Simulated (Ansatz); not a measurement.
The system is CuO (Tenorite).

```
CELL_PARAMETERS angstrom
2.34185 -1.71130 0.00000
2.34185 1.71130 0.00000
-0.85003 0.00000 5.05787
ATOMIC_POSITIONS crystal
Cu 0.50000 0.00000 0.50000
Cu 0.00000 0.50000 0.00000
O 0.41840 0.58160 0.75000
O 0.58160 0.41840 0.25000
```

| Item | Value |
| --- | --- |
| Program | Ansatz 0.2.0 |
| Task | relaxation of cell and atoms |
| Functional | r2SCAN |
| Potentials or basis | Ansatz PAW |
| Cutoff | 500 eV (not typed: the program's choice for these potentials) |
| k mesh | 10 × 10 × 5 |
| Occupations | fermi-dirac, width 0.05 eV |
| Spin | no spin polarisation |

At the start: volume 10.13 Å³/atom.

Question: Where does the relaxation end?

Answer: It ends after 13 steps and the volume is 10.73 Å³/atom (+5.9 %); space group P4_2/mmc (No. 131, to 0.05 Å).

The path:
| step | energy change (eV) | largest force (eV/Å) | volume (Å³) |
| --- | --- | --- | --- |
| 1 | 0.0000 | 0.2855 | 40.54 |
| 2 | -0.0152 | 0.2394 | 40.77 |
| 3 | -0.0588 | 0.0518 | 41.29 |
| 4 | -0.0740 | 0.0003 | 42.96 |
| 5 | -0.0947 | 0.0611 | 42.99 |
| 6 | -0.0997 | 0.0009 | 42.75 |
| 7 | -0.1001 | 0.0009 | 42.77 |
| 8 | -0.1002 | 0.0007 | 42.77 |
| 9 | -0.1093 | 0.0003 | 42.77 |
| 10 | -0.1115 | 0.0253 | 42.98 |
| 11 | -0.1122 | 0.0002 | 42.92 |
| 12 | -0.1122 | 0.0011 | 42.93 |
| 13 | -0.1125 | 0.0011 | 42.93 |

Final structure:
```
Cu O
1.0
     2.04345   -2.04380    0.15903
     2.04345    2.04380    0.15903
    -0.39825    0.00000    5.10826
Cu O
2 2
Direct
  0.50000 0.00000 0.50000
  0.00000 0.50000 0.00000
  0.50001 0.49999 0.75000
  0.49999 0.50001 0.25000
```

Caveat: the plane-wave basis is chosen anew once the cell has moved, so the energies of steps on either side of that aren't comparable; the run has no spin polarisation, though such a crystal can be magnetic; the PAW data sets come from PBE, with cores solved anew for the run's functional, which leaves a small shift of forces and pressure.
